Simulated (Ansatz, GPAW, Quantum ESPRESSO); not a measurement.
MoS2: programs and potentials compared

```
Mo S
1.0
     3.22746    0.00000    0.00000
    -1.61373    2.79507    0.00000
     0.00000    0.00000    6.31247
Mo S
1 2
Direct
  0.00000 0.00000 0.50000
  0.66667 0.33333 0.74468
  0.33333 0.66667 0.25532
```

Measurements of this composition are mostly on another form, of space group No. 194.

Alike in all runs: task band structure; functional LDA; k mesh 9 × 9 × 4; occupations fermi-dirac, width 0.05 eV; no spin polarisation; no spin-orbit coupling. LDA stands for any of its common fits. Pressure is positive in compression and, in plane waves, holds the error of the finite cutoff.

| program and potentials | plane-wave cutoff (eV) | notes | pressure (GPa) | largest force (eV/Å) |
| --- | --- | --- | --- | --- |
| Ansatz, all-electron LAPW, scalar-relativistic | - | - | ? | ? |
| GPAW, the program's PAW data sets (release 1.2.1) made for this functional | 600 | - | -6.37 | 0.194 |
| Quantum ESPRESSO, PseudoDojo 0.4.1 SR LDA standard | 1088 | - | -5.91 | 0.145 |

Question: Estimate from the other rows what the run with Ansatz, all-electron LAPW, scalar-relativistic gave.

Answer: Pressure -5.94 GPa; largest force 0.151 eV/Å. The other rows, which needn't bracket it: pressure -6.37 to -5.91; largest force 0.145 to 0.194.
